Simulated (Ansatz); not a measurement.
Runs of Ansatz 0.2.0 on CuO. Symmetry: P4/nmm, No. 129, tetragonal system. Conventional cell: a = 3.175 Å, b = 3.175 Å, c = 4.650 Å, α = 90.00°, β = 90.00°, γ = 90.00°. Cu (site symmetry -4m2) is surrounded by 4 O at 2.02 Å and 4 Cu at 2.25 Å. O (site symmetry 4mm) has 4 Cu at 2.02 Å as nearest neighbours. The cell was built by a generator and needn't be a form met in nature.

| task | level | potentials or basis | U | cell | k mesh | cutoff (eV) | points for each segment of the path | hubbard projectors | double counting | mesh quality | gap on the mesh (eV) | pressure (GPa) | relaxed volume (Å³/atom) | largest force (eV/Å) |
| --- | --- | --- | --- | --- | --- | --- | --- | --- | --- | --- | --- | --- | --- | --- |
| relaxation of cell and atoms | r2SCAN | Ansatz PAW | - | relaxed | 8 × 8 × 6 | 500 | - | - | - | not flagged | none | 0.0 | 12.16 | - |
| band structure | r2SCAN+U | Ansatz PAW | Cu d U = 5.3 eV | as given | 8 × 8 × 6 | 500 | 14 | ortho-atomic (the default) | fll (the default) | not flagged | none | 12.6 | - | 0.81 |
| single point | PBE | Ansatz PAW | - | as given | 8 × 8 × 6 | 300 | - | - | - | not flagged | none | 16.0 | - | 1.03 |
| band structure | RPBE | Ansatz PAW | - | as given | 8 × 8 × 6 | 420 | 14 | - | - | not flagged | none | 21.5 | - | (b) |
| band structure | PBE | Ansatz PAW | - | as given | 8 × 8 × 6 | 420 | 14 | - | - | not flagged | none | 16.8 | - | 0.90 |
| band structure | PBE+U | Ansatz PAW | Cu d U = 5.3 eV | as given | 8 × 8 × 6 | 420 | 14 | ortho-atomic (the default) | fll (the default) | not flagged | none | 19.0 | - | 0.29 |
| single point | PBE | Ansatz PAW | - | as given | 11 × 11 × 8 | 420 | - | - | - | not flagged | none | 16.8 | - | 0.90 |
| relaxation of cell and atoms | LDA | Ansatz PAW | - | relaxed | 8 × 8 × 6 | 420 | - | - | - | not flagged | none | 0.0 | 11.07 | - |
| single point | PBE | Ansatz PAW | - | as given | 3 × 3 × 2 | 420 | - | - | - | coarse | none | (a) | - | 1.01 |
| phonons | PBE | Ansatz PAW | - | as given | 7 × 7 × 5 | 420 | - | - | - | not flagged | none | - | - | - |

Alike in all rows: no spin polarisation; smearing fermi-dirac 0.05 eV.

Fill in the values left out.

(a) 16.7; (b) 0.68.

Caveats: some runs use coarse meshes; the run has no spin polarisation, though such a crystal can be magnetic; semilocal functionals often make such compounds metallic where correlation or magnetic order opens a gap, which also shifts bond lengths (some runs); so large a pressure means that the cell lies far from this level's equilibrium, or that cutoff or potentials fall short (some runs); the PAW data sets come from PBE, with cores solved anew for the run's functional, which leaves a small shift of forces and pressure (some runs); the plane-wave basis is chosen anew once the cell has moved, so the energies of steps on either side of that aren't comparable (some runs); U without spin polarisation on a metal has little footing (some runs); forces of over 1 eV/Å show positions far from the minimum, so gaps and moduli don't describe the material at rest (some runs).

A gap of «none» marks a metal or a gap under the smearing width.
